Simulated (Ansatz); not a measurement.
**MoS2: a single-point run**

The task is a single-point run on MoS2. The structure is shown as the input types it. The cell is built on a prototype (CdCl2 type) and needn't be the phase found in nature.

Computed with Ansatz 0.2.0 (density functional or hybrid calculation with the settings of its input, plane waves (as first typed), unless a step's input says otherwise).

7 further runs of the same task are left out: 1 for a known fault of the program, 6 that didn't finish.

### 1 The system as given

It takes space group R-3m (No. 166, trigonal). The conventional cell has a = 3.193 Å, b = 3.193 Å, c = 18.232 Å, α = 90.00°, β = 90.00°, γ = 120.00°. Mo (site symmetry -3m) is surrounded by 6 S at 2.42 Å. S (site symmetry 3m) is surrounded by 3 Mo at 2.42 Å.

Coordinates:

```
Mo S
1.0
     1.59653    0.92176    6.07723
    -1.59653    0.92176    6.07723
     0.00000   -1.84351    6.07723
Mo S
1 2
Direct
  0.00000 0.00000 0.00000
  0.24743 0.24743 0.24743
  0.75257 0.75257 0.75257
```

### 2 The run

File input.yaml:

```yaml
crystal:
  lattice:
    - [1.5965300421, 0.9217570496, 6.0772315024]
    - [-1.5965300421, 0.9217570496, 6.0772315024]
    - [0.0, -1.8435140992, 6.0772315024]
  atoms:
    - { symbol: Mo, position: [0.0, 0.0, 0.0] }
    - { symbol: S, position: [0.2474267352, 0.2474267352, 0.2474267352] }
    - { symbol: S, position: [0.7525732648, 0.7525732648, 0.7525732648] }
kpoints:
  mp_grid: { grid: [6, 6, 6] }
hamiltonian:
  xc: pbe
scf:
  occupations: { method: fermi_dirac, width: 0.02 }
  n_extra_bands: 4
  max_iter: 3
output:
  forces: true
  stress: true
  eigenvalues: true
```

On the command line:

```sh
> ansatz run input.yaml --threads 4 --pin off --max-ram 3686MiB --backend cpu --events-out ev --progress --plain --runs-dir out
```

The log of the run:

```text
Warning: RAYON_NUM_THREADS=4 ignored (pool sized by the plan → 4); use --threads N
basis.fft_grid_basis auto: the FFT boxes are laid along the combinations [[1, 0, -1], [0, 1, -1], [0, 0, 1]] of the cell's own vectors, 3.193, 3.193 and 6.351 Å long. The dense box has 24×24×45 points. Along the cell's own vectors, as sized, it would have 45×45×45, 3.52 times as many. Of the 12 symmetry operations that the crystal satisfies within crystal.symmetry.tolerance (time reversal apart; of a slab, those that keep its plane) the dense box along the cell's own vectors carries 12, and the one as laid loses 8 of those. basis.fft_grid_basis: typed keeps the cell's own vectors: state it where this run's energies or levels are differenced outside the engine with another run's, or held beside a run that keeps those vectors.
scf.n_extra_bands = 4 over 13 filled bands (N_el = 26.0): the run solves 17 bands
Engine: ansatz 0.2.0, aarch64-unknown-linux-gnu
Pseudopotentials: kind: paw
Pseudopotential: Mo, paw, valence charge 14, recommended cutoff 420 eV (normal), Mo.paw.azcp
Pseudopotential: S, paw, valence charge 6, recommended cutoff 420 eV (normal), S.paw.azcp
Functional definition: PBE
  parameter kappa = 0.804
  parameter beta = 0.06672455060314922
  exchange = pbe_x(kappa = kappa, mu = beta*pi^2/3)
  correlation = pbe_c(beta = beta)
Crystal: 3 atoms, lattice volume = 53.660 Å³
Basis set: ecut = 420 eV, 1059 PW (Γ), FFT grids on a1−a3, a2−a3, a3, exchange–correlation on 48×48×90 points (8 copies of the dense FFT grid, shifted against one another)
Bands: 17, of which v1, the nominal top of the filled ones, is band 13 counted from 1 (12 counted from 0)
Symmetry: 12 space group operations
Space group: R-3m (ITA 166), of the structure as read, at distance tolerance 3.8e-5 Å
k-points: 32 of 216
Non-local potential: Mo, projectors of the file, l = 0: 3, l = 1: 2, l = 2: 2, l = 3: 1
Non-local potential: S, projectors of the file, l = 0: 2, l = 1: 2, l = 2: 2
PAW form: soft (Blöchl's): semilocal exchange-correlation on the pseudo side does not see the compensation charge
PAW one-centre angular grid: Mo, 590 points (default); XC on 64 Gauss nodes
PAW one-centre angular grid: S, 110 points (default); XC on 64 Gauss nodes
Initial density: superposition of atomic densities (neutral atoms: chi_scale 0, normalization atom), corrected by the library's trained network
Initial wavefunctions: pseudopotential atomic-orbital guess
Functional: x = pbe(κ = 0.804, μ = 0.2195149727645171), c = pbe(β = 0.06672455060314922)
SCF iter   1: F=—  HF=-6761.995900 eV  |F-HF|=—  |Δ(HF+E_count)|=         —  Δρ=6.44e-3  dr2=3.87e-2  ethr=1.77e-3  ⟨swp⟩=4.2  Hψ=6000  notcnv=0
preconditioner: auto → none  [insulator: Δε(μ)=0.060 eV  Ē_g=7.926 eV  σ=0.020 eV  W_gap=0.62  n_scr=16 (ndim 8)  ℏωp=21.5 eV  f_vac=0.009  D(μ)=0.77/eV (n_scr^D=2)  ε∞_Penn≈8.4]
SCF iter   2: F=—  HF=-6761.990251 eV  |F-HF|=—  |Δ(HF+E_count)|=   5.65e-3  Δρ=2.18e-3  dr2=2.30e-3  ethr=1.49e-4  ⟨swp⟩=3.4  Hψ=3388  notcnv=0
SCF iter   3: F=—  HF=-6761.990328 eV  |F-HF|=—  |Δ(HF+E_count)|=   7.68e-5  Δρ=7.93e-4  dr2=5.97e-4  ethr=8.86e-6  ⟨swp⟩=3.0  Hψ=3132  notcnv=0
Error: did not converge after 3 iterations: dr2 = 5.97e-4 (threshold 1.00e-7), under the density mixer `msr1`, which `scf.mixing.algorithm: auto` chose by the deck's other keys (type `scf.mixing.algorithm: msr1` to keep it); raise `scf.max_iter`, which need not help a stalled SCF, or adjust the mixing (`scf.mixing`) or, under a smearing, its width (`scf.occupations.width`, in either direction: another width is another result); this SCF holds its density and magnetisation to the symmetry operations that it keeps, and cannot end on a state that breaks one of them: if the state sought breaks one, re-run with `crystal.symmetry.detect: false`, without `crystal.symmetry.time_reversal: true`, on a non-collinear deck whose state breaks time reversal, with `crystal.symmetry.time_reversal: false` beside it (there exact exchange or a DFT+U term alone can polarise the run; a magnetic state wants starting moments), where the deck allows it (that run may end on another state, and need not converge either); this run sums exchange and correlation on more points than the dense box has (`basis.xc_grid`), where a deck that converges on the dense box may not converge: try another level (where the key is left out runs that use forces, runs that use the stress, dielectric runs by a finite field, finite-displacement phonons, runs of phonons.displacement_patterns under a GGA or a meta-GGA, phonons by method: dfpt, dielectric runs by the response, runs on support functions, runs on PAW files under a meta-GGA or a hybrid on one, runs at kind: all_electron or under a hybrid on a GGA, runs under a text's formulas of a gradient, and runs on PAW files that evaluate rPW86 or Becke's exchange or LYP's correlation can take a finer level, which can go by the root key accuracy; a number is taken as typed), or, where it is served, `1`, the dense box, on which forces and the stress change with where the atoms sit on the grid; a lower level also moves a field's Born charges, by the response (dielectric, § Limitations, in the input reference) or by a finite field; under a meta-GGA, try another mixer (`scf.mixing.algorithm: anderson` or `broyden`); mind that the stability of the state on which such a run converges can go unchecked at the default of `scf.lower_state_search`; see `basis.xc_grid`, Limitations — the other mixer that `auto` picks from is left to try (`scf.mixing.algorithm: broyden`); it can need more iterations, either can converge an SCF that the other leaves open, and the two can end on different states; the input reference at `scf.mixing.algorithm` says more, and from which start to try it
```

It took 0.55 s on 4 threads of Arm Neoverse V2, shared host; peak memory 0.3 GiB.

### 3 Reading the log

No self-consistency after 3 cycles. The density residual dr2 fell from 0.0387 to 6.0e-4 eV (threshold 1.0e-7) and was still falling. Its numbers are not properties of the system.

The suspect setting: scf.max_iter is 3. The cap on SCF cycles is too low for this system: the loop was cut off before the input and output densities agreed.

The cure: delete scf.max_iter (the default then holds).

### 4 Second try

input.yaml: that of step 2 with these lines changed.

```diff
@@ -16,3 +16,2 @@
   n_extra_bands: 4
-  max_iter: 3
 output:
```

On the command line:

```sh
> ansatz run input.yaml --threads 4 --pin off --max-ram 3686MiB --backend cpu --events-out ev --progress --plain --runs-dir out
```

The main lines of its log:

```text
[...]
Basis set: ecut = 420 eV, 1059 PW (Γ), FFT grids on a1−a3, a2−a3, a3, exchange–correlation on 48×48×90 points (8 copies of the dense FFT grid, shifted against one another)
[...]
k-points: 32 of 216
[...]
SCF iter   1: F=—  HF=-6761.995453 eV  |F-HF|=—  |Δ(HF+E_count)|=         —  Δρ=6.51e-3  dr2=4.08e-2  ethr=1.77e-3  ⟨swp⟩=6.1  Hψ=3023  notcnv=0
preconditioner: auto → none  [insulator: Δε(μ)=0.060 eV  Ē_g=7.926 eV  σ=0.020 eV  W_gap=0.62  n_scr=16 (ndim 8)  ℏωp=21.5 eV  f_vac=0.009  D(μ)=0.77/eV (n_scr^D=2)  ε∞_Penn≈8.4]
SCF iter   2: F=—  HF=-6761.990240 eV  |F-HF|=—  |Δ(HF+E_count)|=   5.21e-3  Δρ=2.19e-3  dr2=2.22e-3  ethr=1.57e-4  ⟨swp⟩=2.0  Hψ=911  notcnv=0
[...]
SCF iter   5: F=—  HF=-6761.990370 eV  |F-HF|=—  |Δ(HF+E_count)|=   1.35e-5  Δρ=2.56e-5  dr2=2.22e-7  ethr=8.46e-8  ⟨swp⟩=2.0  Hψ=801  notcnv=0
SCF iter   6: F=-6761.990370 eV  HF=-6761.990370 eV  |F-HF|=2.17e-9  |Δ(HF+E_count)|=   2.53e-7  Δρ=5.03e-6  dr2=1.15e-8  ethr=3.85e-10  ⟨swp⟩=6.0  Hψ=2621  notcnv=0
[...]
SCF converged after 6 iterations
Free energy (F): -6761.990370 eV
[...]
E sigma→0 (E₀):  -6761.989630 eV
[...]
Fermi energy:    10.882964 eV
[...]
  P = ⅓ Tr σ = 2.1914 GPa (21.914 kbar)
[...]
```

It took 0.56 s on 4 threads of Arm Neoverse V2, shared host; peak memory 0.33 GiB.

Both runs on one scale. The quantity is the density residual dr2, in eV.

| cycle | first try | second try |
| --- | --- | --- |
| 1 | 0.0387 | 0.0408 |
| 2 | 0.0023 | 0.00222 |
| 3 | 6.0e-4 | 5.9e-4 |
| 4 | - | 2.2e-5 |
| 5 | - | 2.2e-7 |
| 6 | - | 1.2e-8 |

### 5 Summary of results

| quantity | value |
| --- | --- |
| first try | not converged, 3 SCF cycles |
| cause | too low a cap on iterations |
| second try | converged, 6 SCF cycles |
| energy (zero set by the potentials) | -6761.9904 eV |
| pressure | 2.19 GPa |
| gap on the mesh | none (metal on this mesh) |
| largest force | 0.110 eV/Å |

What this shows: With the input mended the run converges in 6 SCF cycles. The largest force in the second run is 0.110 eV/Å, so the atoms are not at their relaxed places. The reference leaves spin out although Mo can carry a moment, so its state need not be the lowest.
